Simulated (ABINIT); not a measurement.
# Au (Im-3m) in ABINIT: band structure with PBEsol

Aim: the band structure of Au with PBEsol.

Everything below comes from runs of ABINIT 10.8.3 (patched build). Logs are shortened: lines on timing, memory, paths and dates and some standing lists are left out, and cuts for length are marked. The log counts tension as positive stress, the text compression.

## 1. The structure

The structure is cubic, space group Im-3m (No. 229). Conventional cell: a = 3.315 Å, b = 3.315 Å, c = 3.315 Å, α = 90.00°, β = 90.00°, γ = 90.00°. Around Au (site symmetry m-3m) lie 8 Au at 2.87 Å.

This isn't the form of Au at room conditions, which is fcc.

## 2. Band structure, PBEsol

run.abi reads:

```
# Datasets: ground state, then fixed potential
ndtset 2

# Pseudopotentials
pp_dirpath "./"
pseudos "Au.upf"

# Structure
acell 3*1.0
rprim
    -3.1317845248     3.1317845248     3.1317845248
     3.1317845248    -3.1317845248     3.1317845248
     3.1317845248     3.1317845248    -3.1317845248
ntypat 1
znucl 79
natom 1
typat 1
xred
     0.0000000000     0.0000000000     0.0000000000

# Plane-wave basis
ecut 38.0

# Exchange and correlation
ixc -116133

# Bands and occupations
occopt 3
tsmear 0.05 eV

# SCF cycle
nstep 100

# Output
iomode 3
prtwf 0
prteig 0
prtebands 0
enunit 1
prtden1 1
prtvha1 1
prtvclmb1 1
prtpot1 1
prtelf1 1

# Dataset 1
kptopt1 1
ngkpt1 11 11 11
nshiftk1 1
shiftk1 0.0 0.0 0.0
nband1 14
tolvrs1 1.0e-10

# Dataset 2: bands along G-H-N-G-P-H
iscf2 -2
getden2 1
nband2 20
nbdbuf2 4
tolwfr2 1.0e-11
kptopt2 -5
ndivsm2 8
prteig2 1
kptbounds2
     0.0000000000     0.0000000000     0.0000000000
     0.5000000000    -0.5000000000     0.5000000000
     0.0000000000     0.0000000000     0.5000000000
     0.0000000000     0.0000000000     0.0000000000
     0.2500000000     0.2500000000     0.2500000000
     0.5000000000    -0.5000000000     0.5000000000
```

Potentials or basis: PseudoDojo NC SR PBEsol v0.4.1 standard.

Launch:

```
$ abinit run.abi > log 2>&1
```

run.abo:

```text
.Version 10.8.3 of ABINIT
 DATASET    1 : space group Im -3 m (#229); Bravais cI (body-center cubic)
================================================================================
 Values of the parameters that define the memory need for DATASET  1.
     intxc =       0    ionmov =       0      iscf =       7    lmnmax =       7
     lnmax =       7     mgfft =      32  mpssoang =       4    mqgrid =    3001
     natom =       1  nloc_mem =       1    nspden =       1   nspinor =       1
    nsppol =       1      nsym =      48    n1xccc =    2501    ntypat =       1
    occopt =       3   xclevel =       2
       mpw =        1405          nfft =       32768          nkpt =          56
================================================================================
================================================================================

 DATASET    2 : space group Im -3 m (#229); Bravais cI (body-center cubic)
================================================================================
 Values of the parameters that define the memory need for DATASET  2.
     intxc =       0    ionmov =       0      iscf =      -2    lmnmax =       7
     lnmax =       7     mgfft =      32  mpssoang =       4    mqgrid =    3001
     natom =       1  nloc_mem =       1    nspden =       1   nspinor =       1
    nsppol =       1      nsym =      48    n1xccc =    2501    ntypat =       1
    occopt =       3   xclevel =       2
       mpw =        1419          nfft =       32768          nkpt =          48
================================================================================
================================================================================

--------------------------------------------------------------------------------
------------- Echo of variables that govern the present computation ------------
--------------------------------------------------------------------------------
 -outvars: echo values of preprocessed input variables --------
            acell      1.0000000000E+00  1.0000000000E+00  1.0000000000E+00 Bohr
              amu      1.96966540E+02
             ecut      3.80000000E+01 Hartree
           enunit           1
           getden1          0
           getden2          1
             iscf1          7
             iscf2         -2
                       outvar_i_n : Printing only first  50 k-points.
              ixc     -116133
           jdtset        1    2
                       outvar_i_n : Printing only first  50 k-points.
           kptopt1          1
           kptopt2         -5
         kptrlatt       11    0    0      0   11    0      0    0   11
          kptrlen1     5.96685091E+01
          kptrlen2     3.00000000E+01
            natom           1
            nband1         14
            nband2         20
           nbdbuf1          0
           nbdbuf2          4
           ndtset           2
           ndivsm1          0
           ndivsm2          8
            ngfft          32      32      32
             nkpt1         56
             nkpt2         48
            nstep         100
             nsym          48
           ntypat           1
                       prtocc : prtvol=0, do not print more k-points.
           occopt           3
        prtebands           0
           prteig1          0
           prteig2          1
           prtelf1          1
           prtelf2          0
           prtpot1          1
           prtpot2          0
         prtvclmb1          1
         prtvclmb2          0
           prtvha1          1
           prtvha2          0
            prtwf           0
            rprim     -3.1317845248E+00  3.1317845248E+00  3.1317845248E+00
                       3.1317845248E+00 -3.1317845248E+00  3.1317845248E+00
                       3.1317845248E+00  3.1317845248E+00 -3.1317845248E+00
           shiftk1     0.00000000E+00  0.00000000E+00  0.00000000E+00
           shiftk2     5.00000000E-01  5.00000000E-01  5.00000000E-01
          spgroup         229
           tolvrs1     1.00000000E-10
           tolvrs2     0.00000000E+00
           tolwfr1     0.00000000E+00
           tolwfr2     1.00000000E-11
           tsmear      1.83746611E-03 Hartree
            typat      1
                       outvars : Printing only first  50 k-points.
            znucl       79.00000
[... 177 lines left out ...]
 Unit cell volume ucvol=  1.2286710E+02 bohr^3
 Angles (23,13,12)=  1.09471221E+02  1.09471221E+02  1.09471221E+02 degrees

 getcut: wavevector=  0.0000  0.0000  0.0000  ngfft=  32  32  32
         ecut(hartree)=     38.000   => boxcut(ratio)=   2.12796
--------------------------------------------------------------------------------

================================================================================
 Non-SCF case, kpt    1 (  0.00000  0.00000  0.00000), residuals and eigenvalues=
  8.63E-12  5.71E-12  2.47E-12  3.79E-13  2.44E-12  1.83E-12  2.66E-13  8.48E-13
  1.84E-12  3.74E-12  4.32E-12  1.82E-12  1.73E-12  5.78E-12  9.39E-12  6.99E-12
  6.79E-12  6.75E-11  3.35E-10  1.57E-09
 -3.4486E+00 -1.6558E+00 -1.6558E+00 -1.6558E+00  8.6155E-02  2.6083E-01
  2.6083E-01  2.6083E-01  3.2544E-01  3.2544E-01  1.0282E+00  1.0282E+00
  1.0282E+00  1.2750E+00  1.2750E+00  1.2750E+00  1.3153E+00  1.3153E+00
  1.5021E+00  1.5021E+00
 Non-SCF case, kpt    2 (  0.04545 -0.04545  0.04545), residuals and eigenvalues=
  4.89E-12  1.58E-12  8.57E-13  3.61E-12  3.63E-12  2.07E-12  3.81E-12  7.54E-12
  7.09E-12  4.74E-12  8.86E-13  2.04E-12  9.42E-12  7.59E-12  3.03E-12  7.10E-12
  3.63E-12  2.45E-09  2.66E-05  1.79E-09
 -3.4486E+00 -1.6560E+00 -1.6559E+00 -1.6559E+00  9.1465E-02  2.6103E-01
  2.6103E-01  2.6263E-01  3.2235E-01  3.2660E-01  1.0228E+00  1.0345E+00
[... 356 lines left out ...]
  7.93E-12  2.98E-12  2.16E-12  5.93E-12  2.32E-12  1.86E-12  9.47E-12  1.25E-12
  4.00E-10  6.73E-10  1.17E-08  7.05E-05
 -3.4480E+00 -1.6607E+00 -1.6607E+00 -1.6605E+00  1.9872E-01  1.9872E-01
  3.5320E-01  3.6186E-01  3.6186E-01  6.3215E-01  6.5147E-01  6.5147E-01
  7.9286E-01  9.9010E-01  9.9010E-01  1.3174E+00  1.5819E+00  1.6275E+00
  1.6275E+00  1.8259E+00
 Non-SCF case, kpt   48 (  0.50000 -0.50000  0.50000), residuals and eigenvalues=
  2.99E-12  7.11E-12  8.94E-12  8.39E-12  3.49E-12  8.38E-12  1.21E-12  2.51E-12
  2.38E-12  6.19E-12  4.31E-12  2.81E-12  1.68E-12  1.80E-12  4.34E-12  5.90E-12
  6.81E-11  3.66E-10  2.49E-10  1.09E-05
 -3.4480E+00 -1.6607E+00 -1.6607E+00 -1.6607E+00  1.9630E-01  1.9630E-01
  3.6349E-01  3.6349E-01  3.6349E-01  6.5278E-01  6.5278E-01  6.5278E-01
  7.5367E-01  9.8615E-01  9.8615E-01  1.3148E+00  1.6259E+00  1.6259E+00
  1.6259E+00  1.8489E+00

--- !ResultsGS
iteration_state: {dtset: 2, }
comment   : Summary of ground state results
lattice_vectors:
- [ -3.1317845,   3.1317845,   3.1317845, ]
- [  3.1317845,  -3.1317845,   3.1317845, ]
- [  3.1317845,   3.1317845,  -3.1317845, ]
lattice_lengths: [   5.42441,    5.42441,    5.42441, ]
lattice_angles: [109.471, 109.471, 109.471, ] # degrees, (23, 13, 12)
lattice_volume:   1.2286710E+02
convergence: {deltae:  0.000E+00, res2:  0.000E+00, residm:  9.961E-12, diffor:  0.000E+00, }
etotal    :  -1.47419919E+02
entropy   :   0.00000000E+00
fermie    :   4.20882395E-01
cartesian_stress_tensor: null
pressure_GPa: null
xred      :
- [  0.0000E+00,   0.0000E+00,   0.0000E+00, Au]
cartesian_forces: null
force_length_stats: {min: null, max: null, mean: null, }
...

 Integrated electronic density in atomic spheres:
 ------------------------------------------------
 Atom  Sphere_radius  Integrated_density
    1        2.00000         15.53608588
================================================================================

 ----iterations are completed or convergence reached----

 Mean square residual over all n,k,spin=   40.282E-13; max=  99.606E-13
 reduced coordinates (array xred) for    1 atoms
       0.000000000000      0.000000000000      0.000000000000

 cartesian coordinates (angstrom) at end:
    1      0.00000000000000     0.00000000000000     0.00000000000000
 length scales=  1.000000000000  1.000000000000  1.000000000000 bohr
              =  0.529177210544  0.529177210544  0.529177210544 angstroms
 Eigenvalues (   eV  ) for nkpt=  48  k points:
 kpt#   1, nband= 20, wtk=  1.00000, kpt=  0.0000  0.0000  0.0000 (reduced coord)
 -93.84136  -45.05679  -45.05679  -45.05679    2.34440    7.09748    7.09748    7.09748
   8.85569    8.85569   27.97983   27.97983   27.97983   34.69588   34.69588   34.69588
  35.79003   35.79003   40.87461   40.87461
 kpt#   2, nband= 20, wtk=  1.00000, kpt=  0.0455 -0.0455  0.0455 (reduced coord)
 -93.84099  -45.06115  -45.05941  -45.05941    2.48890    7.10310    7.10310    7.14654
   8.77167    8.88729   27.83107   28.14956   28.14956   32.52042   34.17661   34.17661
  36.26385   37.39803   40.73726   41.18656
 kpt#   3, nband= 20, wtk=  1.00000, kpt=  0.0909 -0.0909  0.0909 (reduced coord)
 -93.83989  -45.07348  -45.06706  -45.06706    2.91314    7.12767    7.12767    7.29117
   8.53006    8.97423   27.49045   28.55252   28.55252   29.87919   33.01923   33.01923
  37.56446   38.52095   40.34063   41.89777
 kpt#   4, nband= 20, wtk=  1.00000, kpt=  0.1364 -0.1364  0.1364 (reduced coord)
 -93.83819  -45.09172  -45.07920  -45.07920    3.58569    7.19143    7.19143    7.52364
   8.15988    9.09788   27.13265   27.51724   28.62089   28.62089   32.19936   32.19936
  39.02105   39.47246   39.75884   42.75477
 kpt#   5, nband= 20, wtk=  1.00000, kpt=  0.1818 -0.1818  0.1818 (reduced coord)
[... 161 lines left out ...]
   9.54679   15.87552   17.42787   17.42787   26.19952   27.85251   27.85251   35.63909
  38.91490   44.29049   44.29049   47.95847
 kpt#  46, nband= 20, wtk=  1.00000, kpt=  0.4500 -0.3500  0.4500 (reduced coord)
 -93.82530  -45.19100  -45.19100  -45.16723    5.59739    5.59739    8.88726    9.72340
   9.72340   16.43984   17.61620   17.61620   23.71771   27.27483   27.27483   35.96674
  40.75384   44.36150   44.36150   48.66853
 kpt#  47, nband= 20, wtk=  1.00000, kpt=  0.4750 -0.4250  0.4750 (reduced coord)
 -93.82449  -45.19084  -45.19084  -45.18452    5.40742    5.40742    9.61112    9.84664
   9.84664   17.20161   17.72751   17.72751   21.57476   26.94206   26.94206   35.84787
  43.04545   44.28733   44.28733   49.68402
 kpt#  48, nband= 20, wtk=  1.00000, kpt=  0.5000 -0.5000  0.5000 (reduced coord)
 -93.82421  -45.19073  -45.19073  -45.19073    5.34170    5.34170    9.89096    9.89096
   9.89096   17.76307   17.76307   17.76307   20.50839   26.83455   26.83455   35.77717
  44.24286   44.24286   44.24286   50.31064

== END DATASET(S) ==============================================================
================================================================================

 -outvars: echo values of variables after computation  --------
            acell      1.0000000000E+00  1.0000000000E+00  1.0000000000E+00 Bohr
           etotal1    -1.4741991912E+02
            fcart1    -0.0000000000E+00 -0.0000000000E+00 -0.0000000000E+00
            rprim     -3.1317845248E+00  3.1317845248E+00  3.1317845248E+00
                       3.1317845248E+00 -3.1317845248E+00  3.1317845248E+00
                       3.1317845248E+00  3.1317845248E+00 -3.1317845248E+00
           strten1     3.1345325879E-04  3.1345325879E-04  3.1345325879E-04
                       0.0000000000E+00  0.0000000000E+00  0.0000000000E+00
 Calculation completed.
```

Wall time 64 s (1 thread of AMD EPYC 7R43 (Zen 3), shared host); peak memory 0.1 GiB.

What came out:

```yaml
Free_energy: -4011.5004 eV
Pressure: -9.2 GPa
Band_gap_on_the_k_mesh: none (metal or under the smearing width)
Valence_electrons_inside_the_program's_atomic_spheres: Au 15.54 (radii [1.0584] Å)
```

Levels at the corners of the path, in eV from the Fermi level:
```csv
point,band 7,band 8,band 9,band 10,band 11,band 12
Γ,-4.36,-4.36,-2.60,-2.60,16.53,16.53
H,-1.56,-1.56,-1.56,6.31,6.31,6.31
N,-2.74,-2.42,-1.22,-0.30,3.33,12.40
Γ,-4.36,-4.36,-2.60,-2.60,16.53,16.53
P,-4.81,-2.38,-2.38,2.77,7.05,7.05
H,-1.56,-1.56,-1.56,6.31,6.31,6.31
```

Caveat: spin-orbit coupling is left out, which moves the levels of the heavy elements.
